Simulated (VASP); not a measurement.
BN:

```
B N
1.0
     0.00000    1.80334    1.80334
     1.80334    0.00000    1.80334
     1.80334    1.80334    0.00000
B N
1 1
Cartesian
  0.0000 0.0000 0.0000
  0.9017 0.9017 0.9017
```

The cell is a database's computed one.

Base run:

```yaml
Program: VASP 6.6.1
Functional: TB-mBJ
Potentials_or_basis: VASP PAW PBE potentials, release 64 (B, N)
Cutoff: 520 eV
k_mesh: 12 × 12 × 12
Occupations: gaussian, width 0.02 eV
Spin: no spin polarisation
```

Its results: band gap on the k mesh 5.80 eV, indirect (least direct gap 10.33 eV).

Task: The run is repeated on the same cell with these changes: functional from TB-mBJ to PBEsol. What comes out?

Result: Band gap on the k mesh 4.28 eV, indirect (least direct gap 8.79 eV).

Not every run made on this cell is shown here.
